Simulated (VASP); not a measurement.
A run of VASP 6.6.1 is set up as follows.

File INCAR:

```
SYSTEM = Ca
PREC = Accurate
ENCUT = 520
EDIFF = 1E-6
ISMEAR = -1
SIGMA = 0.1
LREAL = .FALSE.
LASPH = .TRUE.
NELM = 100
ALGO = Normal
ISIF = 2
LWAVE = .FALSE.
LCHARG = .FALSE.
GGA = RE
NBANDS = 11
```

KPOINTS

```
regular mesh
0
G
  11 11 11
  0 0 0
```

Contents of POSCAR:

```
Ca
1.0
   -2.1305507413      2.1305507413      2.1305507413
    2.1305507413     -2.1305507413      2.1305507413
    2.1305507413      2.1305507413     -2.1305507413
Ca
1
Direct
    0.0000000000      0.0000000000      0.0000000000
```

Potentials or basis: VASP PAW PBE potentials, release 64 (Ca_sv).

Command:

```bash
$ cat potpaw_PBE.64/Ca_sv/POTCAR > POTCAR
$ mpirun -np 1 vasp_std > vasp.out
```

What does it give for the pressure?

2.5 GPa.

What does it give for the band gap on the k mesh?

None (metal or under the smearing width).

Caveat: the PAW data sets were made with another functional, which shifts forces and pressure a little.
